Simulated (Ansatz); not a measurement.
# AlN, space group Fm-3m: a scan of one input key

Computed with the Python package of Ansatz (0.2.0).

Notebook, run cell by cell (the value of a cell's last expression is shown):

**Cell 1**
```python
import ansatz as az
import pandas as pd
```

**Cell 2**
```python
xtal = (
    az.Lattice.fcc(3.938)
    .space_group(225)
    .atom("Al", [0.0, 0.0, 0.0])
    .atom("N", [0.5, 0.0, 0.0])
    .primitive()
)
```

**Cell 3**
```python
model = (
    xtal.calculation()
    .occupations("Fixed")
    .kpoints(10)
    .functional("pbe")
    .band_table()
)
typed = model.input()
rows = []
for value in [0.1, 0.3, 0.6]:
    edited = typed.set(az.key.scf.mixing.beta, value)
    rep = az.Session.from_dict(edited).plan().execute().report
    rows.append((value, rep["free_energy_ev"], rep["n_iterations"], len(rep["eigenvalues_ev"][0]) if "eigenvalues_ev" in rep else 0))
print(pd.DataFrame(rows, columns=["beta", "F eV", "iterations", "bands listed"]).round(4).to_string(index=False))
```
Output:
```text
DeckWarning: basis.ecutwfc = 420 eV, auto-derived from the records' recommended cutoffs: set by Al (normal level)
 beta     F eV  iterations  bands listed
  0.1 -923.777           6             8
  0.3 -923.777           6             8
  0.6 -923.777           6             8
```

Caveats:
- Absolute energies stand on the zero of these potentials, so only differences at equal settings mean something. A total without «per atom» is that of the cell as typed.
- This is a high-temperature or high-pressure form, not the ambient phase.
- The starting cell is as deposited in a crystallographic database; the results hold for this polymorph, which needn't be the stable one.
- Warnings are shown shortened and without file and line.
- Finished in 2.3 s on 1 thread of Arm Neoverse V1, on a shared host, peak memory 0.35 GiB.
